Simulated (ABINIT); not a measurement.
# Si2Mo (I4/mmm) in ABINIT: a series of runs

Runs on Si2Mo. Level: HSE06. Tasks: single point.

Program: ABINIT 10.8.3 (patched build). These are calculated values, not measurements. Logs are shortened: lines on timing, memory, paths and dates and some standing lists are left out, and cuts for length are marked. The log counts tension as positive stress, the text compression.

### Step 1. The crystal as given

Symmetry: I4/mmm, No. 139, tetragonal system. Conventional cell: a = 3.200 Å, b = 3.200 Å, c = 7.861 Å, α = 90.00°, β = 90.00°, γ = 90.00°. Mo (site symmetry 4/mmm) has 10 Si at 2.62 Å as nearest neighbours. Si (site symmetry 4mm) has 5 Si at 2.61 to 2.63 Å and 5 Mo at 2.62 Å as nearest neighbours.

### Step 2. Single point, HSE06

The input, run.abi:

```
pp_dirpath "./"
pseudos "Mo_ONCV_PBE-1.2.upf, Si_ONCV_PBE-1.2.upf"

acell 4.5352872291 4.5352872291 4.5352872291 Angstrom
rprim
    -0.3527891221     0.3527891221     0.8666485278
     0.3527891221    -0.3527891221     0.8666485278
     0.3527891221     0.3527891221    -0.8666485278
ntypat 2
znucl 42 14
natom 3
typat 1 2 2
xcart
     0.0000000000     0.0000000000     0.0000000000
     0.0000000000     0.0000000000     9.9083764228
     0.0000000000     0.0000000000     4.9467606429

ecut 18.0

kptopt 1
ngkpt 4 4 4
nshiftk 1
shiftk 0.0 0.0 0.0

ixc -428
hyb_mixing_sr 0.05

nband 15
occopt 3
tsmear 0.00183747

nstep 60
toldfe 1.0e-7

iomode 3
prtwf 0
prteig 0
prtebands 0
enunit 1
prtden 1
prtvha 1
prtvclmb 1
prtpot 1
prtelf 1
```

Potentials or basis: SG15 NC PBE v1.2.

The run is started by

```
$ mpirun --bind-to none -np 4 abinit run.abi > log 2>&1
```

run.abo:

```text
.Version 10.8.3 of ABINIT
 Symmetries : space group I4/m m m (#139); Bravais tI (body-center tetrag.)
================================================================================
 Values of the parameters that define the memory need of the present run
     intxc =       0    ionmov =       0      iscf =       7    lmnmax =       6
     lnmax =       6     mgfft =      36  mpssoang =       3    mqgrid =    3001
     natom =       3  nloc_mem =       1    nspden =       1   nspinor =       1
    nsppol =       1      nsym =      16    n1xccc =       0    ntypat =       2
    occopt =       3   xclevel =       2
       mpw =        1015          nfft =       46656          nkpt =          13
================================================================================
================================================================================

--------------------------------------------------------------------------------
------------- Echo of variables that govern the present computation ------------
--------------------------------------------------------------------------------
 -outvars: echo values of preprocessed input variables --------
            acell      8.5704507653E+00  8.5704507653E+00  8.5704507653E+00 Bohr
              amu      9.59400000E+01  2.80855000E+01
             ecut      1.80000000E+01 Hartree
           enunit           1
   hyb_mixing_sr       5.0000000000E-02
              ixc        -428
                       outvar_i_n : Printing only first  50 k-points.
         kptrlatt        4    0    0      0    4    0      0    0    4
          kptrlen      2.41884944E+01
            natom           3
            nband          15
          nbandhf          15
            ngfft          36      36      36
             nkpt          13
           nkpthf          64
            nstep          60
             nsym          16
           ntypat           2
           occopt           3
        prtebands           0
           prteig           0
           prtelf           1
           prtpot           1
         prtvclmb           1
           prtvha           1
            prtwf           0
            rprim     -3.5278912210E-01  3.5278912210E-01  8.6664852780E-01
                       3.5278912210E-01 -3.5278912210E-01  8.6664852780E-01
                       3.5278912210E-01  3.5278912210E-01 -8.6664852780E-01
          spgroup         139
           toldfe      1.00000000E-07 Hartree
           tsmear      1.83747000E-03 Hartree
            typat      1  2  2
          usefock           1
           xangst      0.0000000000E+00  0.0000000000E+00  0.0000000000E+00
                      -6.7403605997E-17  6.7403605997E-17  5.2432869993E+00
                      -5.0097338654E-17  5.0097338654E-17  2.6177130012E+00
            xcart      0.0000000000E+00  0.0000000000E+00  0.0000000000E+00
                      -1.2737435523E-16  1.2737435523E-16  9.9083764283E+00
                      -9.4670249692E-17  9.4670249692E-17  4.9467606484E+00
             xred      0.0000000000E+00  0.0000000000E+00  0.0000000000E+00
                       6.6699999987E-01  6.6699999987E-01  0.0000000000E+00
                       3.3300000013E-01  3.3300000013E-01  0.0000000000E+00
            znucl       42.00000   14.00000

================================================================================

 chkinp: Checking input parameters for consistency.

================================================================================
== DATASET  1 ==================================================================

--- !DatasetInfo
iteration_state: {dtset: 1, }
dimensions: {natom: 3, nkpt: 13, mband: 15, nsppol: 1, nspinor: 1, nspden: 1, mpw: 1015, }
cutoff_energies: {ecut:  18.0, pawecutdg:  -1.0, }
electrons: {nelect:   2.20000000E+01, charge:   0.00000000E+00, occopt:   3.00000000E+00, tsmear:   1.83747000E-03, }
meta: {optdriver: 0, ionmov: 0, optcell: 0, iscf: 7, paral_kgb: 0, }
...

 Real(R)+Recip(G) space primitive vectors, cartesian coordinates (Bohr,Bohr^-1):
 R(1)= -3.0235618  3.0235618  7.4275685  G(1)=  0.0000000  0.1653679  0.0673168
 R(2)=  3.0235618 -3.0235618  7.4275685  G(2)=  0.1653679  0.0000000  0.0673168
 R(3)=  3.0235618  3.0235618 -7.4275685  G(3)=  0.1653679  0.1653679  0.0000000
 Unit cell volume ucvol=  2.7160913E+02 bohr^3
 Angles (23,13,12)=  1.38683989E+02  1.38683989E+02  5.98570360E+01 degrees

 getcut: wavevector=  0.0000  0.0000  0.0000  ngfft=  36  36  36
         ecut(hartree)=     18.000   => boxcut(ratio)=   2.20278

 getcut : COMMENT -
  Note that boxcut > 2.2 ; recall that boxcut=Gcut(box)/Gcut(sphere) = 2
  is sufficient for exact treatment of convolution.
  Such a large boxcut is a waste : you could raise ecut
  e.g. ecut=   21.835054 Hartrees makes boxcut=2

--- Pseudopotential description ------------------------------------------------
- pspini: atom type   1  psp file is ./Mo_ONCV_PBE-1.2.upf
12 -101130 2 -1 602                           pspcod,pspxc,lmax,lloc,mmax
     nproj     2     2     2

- pspini: atom type   2  psp file is ./Si_ONCV_PBE-1.2.upf
12 -101130 1 -1 602                           pspcod,pspxc,lmax,lloc,mmax
     nproj     2     2     0

   3.11099101E+02                                ecore*ucvol(ha*bohr**3)
--------------------------------------------------------------------------------

================================================================================

--- !BeginCycle
iteration_state: {dtset: 1, }
solver: {iscf: 7, nstep: 60, nline: 4, wfoptalg: 0, }
tolerances: {toldfe: 1.00E-07, }
...

     iter   Etot(hartree)      deltaE(h)  residm     vres2
 ETOT  1  -76.161706055802    -7.616E+01 4.630E-02 2.412E+01
 ETOT  2  -76.484241974621    -3.225E-01 2.278E-02 1.015E+02
 ETOT  3  -76.504825235140    -2.058E-02 1.378E-03 3.824E+00
 ETOT  4  -76.505938640448    -1.113E-03 6.879E-04 2.108E-01
 ETOT  5  -76.505994395067    -5.575E-05 1.195E-04 2.064E-02
 ETOT  6  -76.505998660155    -4.265E-06 2.099E-04 1.217E-03
 ETOT  7  -76.505998976713    -3.166E-07 1.603E-04 1.181E-04
 ETOT  8  -76.505999002956    -2.624E-08 2.797E-04 2.394E-05
 ETOT  9  -76.505999005997    -3.041E-09 1.811E-04 8.365E-06

 At SCF step    9, etot is converged :
  for the second time, diff in etot=  3.041E-09 < toldfe=  1.000E-07

 Compute ELF
--------------------------------------------------------------------------------

 Compute kinetic energy density

 Compute gradient of the electron density
 Electron Localization Function (ELF) [min:0;max:1]
)     Maximum=    7.9879E-01  at reduced coord.    0.9444    0.9444    0.8056
)     Minimum=    7.3431E-07  at reduced coord.    0.3333    0.3333    0.0000
   Integrated=    1.2295E+02

--------------------------------------------------------------------------------
 End of ELF section

 Cartesian components of stress tensor (hartree/bohr^3)
  sigma(1 1)= -8.22177765E-05  sigma(3 2)=  0.00000000E+00
  sigma(2 2)= -8.22177765E-05  sigma(3 1)=  0.00000000E+00
  sigma(3 3)= -6.56307170E-05  sigma(2 1)=  0.00000000E+00

--- !ResultsGS
iteration_state: {dtset: 1, }
comment   : Summary of ground state results
lattice_vectors:
- [ -3.0235618,   3.0235618,   7.4275685, ]
- [  3.0235618,  -3.0235618,   7.4275685, ]
- [  3.0235618,   3.0235618,  -7.4275685, ]
lattice_lengths: [   8.57045,    8.57045,    8.57045, ]
lattice_angles: [138.684, 138.684,  59.857, ] # degrees, (23, 13, 12)
lattice_volume:   2.7160913E+02
convergence: {deltae: -3.041E-09, res2:  8.365E-06, residm:  1.811E-04, diffor: null, }
etotal    :  -7.65059990E+01
entropy   :   0.00000000E+00
fermie    :   5.47688342E-01
cartesian_stress_tensor: # hartree/bohr^3
- [ -8.22177765E-05,   0.00000000E+00,   0.00000000E+00, ]
- [  0.00000000E+00,  -8.22177765E-05,   0.00000000E+00, ]
- [  0.00000000E+00,   0.00000000E+00,  -6.56307170E-05, ]
pressure_GPa:   2.2563E+00
xred      :
- [  0.0000E+00,   0.0000E+00,   0.0000E+00, Mo]
- [  6.6700E-01,   6.6700E-01,   0.0000E+00, Si]
- [  3.3300E-01,   3.3300E-01,   0.0000E+00, Si]
cartesian_forces: # hartree/bohr
- [  1.91245027E-19,   4.66847374E-20,  -1.44560290E-19, ]
- [ -2.87465118E-19,  -4.32025408E-19,  -2.33852898E-03, ]
- [  9.62200908E-20,   3.85340670E-19,   2.33852898E-03, ]
force_length_stats: {min:   2.44237185E-19, max:   2.33852898E-03, mean:   1.55901932E-03, }
...

 Integrated electronic density in atomic spheres:
 ------------------------------------------------
 Atom  Sphere_radius  Integrated_density
    1        2.00000         10.59320036
    2        2.00000          1.77395775
    3        2.00000          1.77395775
================================================================================

 ----iterations are completed or convergence reached----

 Mean square residual over all n,k,spin=   11.647E-07; max=  18.106E-05
 reduced coordinates (array xred) for    3 atoms
       0.000000000000      0.000000000000      0.000000000000
       0.666999999875      0.666999999875      0.000000000000
       0.333000000125      0.333000000125      0.000000000000
 rms dE/dt=  1.4182E-02; max dE/dt=  1.7370E-02; dE/dt below (all hartree)
    1       0.000000000000      0.000000000000      0.000000000000
    2       0.017369584265      0.017369584265     -0.017369584265
    3      -0.017369584265     -0.017369584265      0.017369584265

 cartesian coordinates (angstrom) at end:
    1      0.00000000000000     0.00000000000000     0.00000000000000
    2     -0.00000000000000     0.00000000000000     5.24328699934894
    3     -0.00000000000000     0.00000000000000     2.61771300115037

 cartesian forces (hartree/bohr) at end:
    1      0.00000000000000     0.00000000000000    -0.00000000000000
    2     -0.00000000000000    -0.00000000000000    -0.00233852897820
    3      0.00000000000000     0.00000000000000     0.00233852897820
 frms,max,avg= 1.1023931E-03 2.3385290E-03   0.000E+00  0.000E+00  0.000E+00 h/b

 cartesian forces (eV/Angstrom) at end:
    1      0.00000000000000     0.00000000000000    -0.00000000000000
    2     -0.00000000000000    -0.00000000000000    -0.12025199499390
    3      0.00000000000000     0.00000000000000     0.12025199499390
 frms,max,avg= 5.6687334E-02 1.2025199E-01   0.000E+00  0.000E+00  0.000E+00 e/A
 length scales=  8.570450765326  8.570450765326  8.570450765326 bohr
              =  4.535287229100  4.535287229100  4.535287229100 angstroms
 Fermi (or HOMO) energy (eV) =  14.90336   Average Vxc (eV)= -11.54608
 Eigenvalues (   eV  ) for nkpt=  13  k points:
 kpt#   1, nband= 15, wtk=  0.01563, kpt=  0.0000  0.0000  0.0000 (reduced coord)
 -46.97724  -20.81250  -20.73420  -20.73420    0.84301    8.11552   11.07669   11.50902
  11.88681   11.88681   15.03959   17.81104   17.81445   18.37020   18.37136
 prteigrs : prtvol=0 or 1, do not print more k-points.

--- !EnergyTerms
iteration_state     : {dtset: 1, }
comment             : Components of total free energy in Hartree
kinetic             :  2.47741318102596E+01
hartree             :  1.52503863341616E+01
xc                  : -1.00069877006171E+01
Ewald energy        : -6.27502804110003E+01
psp_core            :  1.14539266191995E+00
local_psp           : -5.14602035154539E+01
non_local_psp+x     :  6.54179966886805E+00
internal            : -7.65057611518621E+01
'-kT*entropy'       : -2.37854134501376E-04
total_energy        : -7.65059990059966E+01
...

--- !EnergyTermsDC
iteration_state     : {dtset: 1, }
comment             : '"Double-counting" decomposition of free energy'
band_energy         : -3.06470365583614E+00
Ewald energy        : -6.27502804110003E+01
psp_core            :  1.14539266191995E+00
xc_dc               : -1.18364460015422E+01
internal            : -7.65060374064588E+01
'-kT*entropy'       : -2.37854134501376E-04
total_energy_dc     : -7.65062752605933E+01
...

 Cartesian components of stress tensor (hartree/bohr^3)
  sigma(1 1)= -8.22177765E-05  sigma(3 2)=  0.00000000E+00
  sigma(2 2)= -8.22177765E-05  sigma(3 1)=  0.00000000E+00
  sigma(3 3)= -6.56307170E-05  sigma(2 1)=  0.00000000E+00

-Cartesian components of stress tensor (GPa)         [Pressure=  2.2563E+00 GPa]
- sigma(1 1)= -2.41893050E+00  sigma(3 2)=  0.00000000E+00
- sigma(2 2)= -2.41893050E+00  sigma(3 1)=  0.00000000E+00
- sigma(3 3)= -1.93092236E+00  sigma(2 1)=  0.00000000E+00

== END DATASET(S) ==============================================================
================================================================================

 -outvars: echo values of variables after computation  --------
            acell      8.5704507653E+00  8.5704507653E+00  8.5704507653E+00 Bohr
           etotal     -7.6505999006E+01
            fcart      1.9124502709E-19  4.6684737422E-20 -1.4456028967E-19
                      -2.8746511787E-19 -4.3202540753E-19 -2.3385289782E-03
                       9.6220090780E-20  3.8534067011E-19  2.3385289782E-03
            rprim     -3.5278912210E-01  3.5278912210E-01  8.6664852780E-01
                       3.5278912210E-01 -3.5278912210E-01  8.6664852780E-01
                       3.5278912210E-01  3.5278912210E-01 -8.6664852780E-01
           strten     -8.2217776480E-05 -8.2217776480E-05 -6.5630716961E-05
                       0.0000000000E+00  0.0000000000E+00  0.0000000000E+00
           xangst      0.0000000000E+00  0.0000000000E+00  0.0000000000E+00
                      -6.7403605997E-17  6.7403605997E-17  5.2432869993E+00
                      -5.0097338654E-17  5.0097338654E-17  2.6177130012E+00
             xred      0.0000000000E+00  0.0000000000E+00  0.0000000000E+00
                       6.6699999987E-01  6.6699999987E-01  0.0000000000E+00
                       3.3300000013E-01  3.3300000013E-01  0.0000000000E+00
 Calculation completed.
```

Run time: 16 min. Hardware: 4 MPI ranks of Arm Neoverse V2, shared host; peak memory 0.36 GiB.

Results:

```yaml
Free_energy: -2081.8343 eV
Pressure: 2.3 GPa
Largest_force: 0.120 eV/Å
Band_gap_on_the_k_mesh: none (metal or under the smearing width)
Valence_electrons_inside_the_program's_atomic_spheres: Mo 10.59; Si 1.77
```

Forces on the atoms (eV/Å):
```
Mo   0.000  0.000  0.000
Si   0.000  0.000 -0.120
Si   0.000  0.000  0.120
```

Stress tensor (GPa, compression positive):
```
2.42 0.00 0.00
0.00 2.42 0.00
0.00 0.00 1.93
```

Levels at points of the mesh, in eV from the Fermi level:
```tsv
k point	band 9	band 10	band 11	band 12	band 13	band 14
(0.00, 0.00, 0.00)	-3.02	-3.02	0.14	2.91	2.91	3.47
(0.50, 0.00, 0.00)	-2.96	-2.88	-0.83	2.12	2.87	3.89
(0.50, 0.50, 0.00)	-4.88	-3.44	-1.51	2.17	2.57	2.84
(0.50, 0.50, 0.50)	-0.89	-0.89	-0.79	-0.79	0.28	4.50
```

Caveat: the k mesh is coarse (spacing up to 0.69 Å⁻¹), so the values aren't converged, least of all with exact exchange; Libxc's HSE differs a little from that of other programs; the potentials were made for another functional, which shifts forces and pressure.

### Step 3. Single point, HSE06

run.abi: that of step 2 with these lines changed.

```diff
@@ -25,3 +25,3 @@
 ixc -428
-hyb_mixing_sr 0.05
+hyb_mixing_sr 0.15
```

Potentials or basis: SG15 NC PBE v1.2.

The run is started by

```
$ mpirun --bind-to none -np 4 abinit run.abi > log 2>&1
```

Run time: 31 min. Hardware: 4 MPI ranks of Arm Neoverse V2, shared host; peak memory 0.36 GiB.

Results (log left out):

* Free energy: -2081.5720 eV
* Pressure: 0.0 GPa
* Largest force: 0.213 eV/Å
* Band gap on the k mesh: none (metal or under the smearing width)
* Valence electrons inside the program's atomic spheres: Mo 10.58; Si 1.77

Forces on the atoms (eV/Å):
```
Mo   0.000  0.000  0.000
Si   0.000  0.000 -0.213
Si   0.000  0.000  0.213
```

Stress tensor (GPa, compression positive):
```
 0.45  0.00  0.00
 0.00  0.45  0.00
 0.00  0.00 -0.91
```

Levels at points of the mesh, in eV from the Fermi level:
```
           k point  band 9  band 10  band 11  band 12  band 13  band 14
(0.00, 0.00, 0.00)   -3.35    -3.35     0.05     2.95     2.98     3.52
(0.50, 0.00, 0.00)   -3.22    -3.20    -1.03     2.31     2.91     4.06
(0.50, 0.50, 0.00)   -5.27    -3.78    -1.78     2.38     2.74     2.88
(0.50, 0.50, 0.50)   -1.09    -1.09    -0.95    -0.95     0.21     4.61
```

Caveat: the k mesh is coarse (spacing up to 0.69 Å⁻¹), so the values aren't converged, least of all with exact exchange; Libxc's HSE differs a little from that of other programs; the potentials were made for another functional, which shifts forces and pressure.
